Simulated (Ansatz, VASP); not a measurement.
**Zr: VASP beside Ansatz**

File INCAR:

```
SYSTEM = Zr
PREC     = Accurate       ! precision mode
ENCUT    = 520            ! plane-wave cutoff, eV
EDIFF    = 1E-6           ! SCF threshold, eV
ISMEAR   = -1             ! smearing method
SIGMA    = 0.1            ! smearing width, eV
LREAL    = .False.        ! projectors in reciprocal space
LASPH    = .True.         ! aspherical terms in the spheres
NELM     = 80             ! most SCF steps
ALGO     = Normal         ! electronic algorithm
ISIF     = 2              ! what is computed and relaxed
LWAVE    = .False.        ! write WAVECAR
LCHARG   = .True.         ! write CHGCAR
GGA      = PS             ! functional
LELF     = .True.         ! ELF
LVHAR    = .True.       
NBANDS   = 19             ! bands
```

Contents of KPOINTS:

```
regular mesh
0
Gamma
  10 10 10
  0 0 0
```

POSCAR

```
Zr
1.0
    0.0000000000      2.9442943008      2.9442943008
    2.9442943008      0.0000000000      2.9442943008
    2.9442943008      2.9442943008      0.0000000000
Zr
2
Direct
    0.1250000000      0.1250000000      0.1250000000
    0.8750000000      0.8750000000      0.8750000000
```

Input for Ansatz:

```yaml
crystal:
  lattice:
    - [0.0, 2.9442943008, 2.9442943008]
    - [2.9442943008, 0.0, 2.9442943008]
    - [2.9442943008, 2.9442943008, 0.0]
  atoms:
    - { symbol: Zr, position: [0.125, 0.125, 0.125] }
    - { symbol: Zr, position: [0.875, 0.875, 0.875] }
hamiltonian:
  xc: pbesol
  pseudopotentials:
    kind: paw
    azcp:
      Zr: "pseudopotentials/Zr.paw.azcp"
basis:
  ecutwfc: 420
  fft_grid_basis: typed
kpoints:
  mp_grid: { grid: [10, 10, 10], shift: [0, 0, 0] }
magnetization:
  spin_polarized: false
scf:
  occupations: { method: fermi_dirac, width: 0.1 }
  lower_state_search: "off"
output:
  stress: true
  write_density: true
  write_potential: true
  elf: true
  volumetric_format: npy
```

Alike in both runs: task single point; functional PBEsol; k mesh 10 × 10 × 10; occupations fermi-dirac, width 0.1 eV; no spin polarisation.

|  | VASP | Ansatz |
| --- | --- | --- |
| version | VASP 6.6.1 | Ansatz 0.2.0 |
| potentials or method | VASP PAW PBE potentials, release 64 (Zr_sv) | plane waves (420 eV) with PAW, scalar-relativistic |
| plane-wave cutoff (eV) | 520 | 420 |
| valence electrons in the cell | 24 | 24 |

```csv
,VASP,Ansatz,Ansatz less VASP
pressure (GPa),6.1,5.9,-0.25
```

With one functional, cell and mesh, what is left measures potentials, basis and numerics. Ansatz warned: «pseudo_functional_mismatch».

Caveats: the PAW data sets were made with another functional, which shifts forces and pressure a little (VASP).
